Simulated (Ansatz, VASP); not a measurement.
**KF in VASP and in Ansatz**

```
K F
1.0
     3.77857    0.00000    0.00000
    -1.88928    3.27233    0.00000
     0.00000    0.00000    9.25556
K F
3 3
Direct
  0.00000 0.00000 0.00000
  0.33333 0.66667 0.33333
  0.66667 0.33333 0.66667
  0.66667 0.33333 0.16667
  0.00000 0.00000 0.50000
  0.33333 0.66667 0.83333
```

The cell was built by a generator and needn't be a form met in nature.

Alike in both runs: task single point; functional PBE; k mesh 6 × 6 × 2; occupations gaussian, width 0.1 eV; no spin polarisation.

|  | VASP | Ansatz |
| --- | --- | --- |
| version | VASP 6.6.1 | Ansatz 0.2.0 |
| potentials or method | VASP PAW PBE potentials, release 64 (K_sv, F) | scalar-relativistic, plane waves, PAW |
| plane-wave cutoff (eV) | 520 | 420 |
| valence electrons in the cell | 48 | 48 |

Ansatz gave:

```
gap on the k mesh at the Fermi level (eV) : 6.18
least direct gap on the mesh (eV)         : 6.18
pressure (GPa)                            : 1.4
```

**Question.** What did VASP give for the same quantities?

**Answer.** gap on the k mesh at the Fermi level (eV): 6.17; least direct gap on the mesh (eV): 6.17; pressure (GPa): 1.4.

The functional is the same, so the differences come from potentials, cutoffs and numerics.
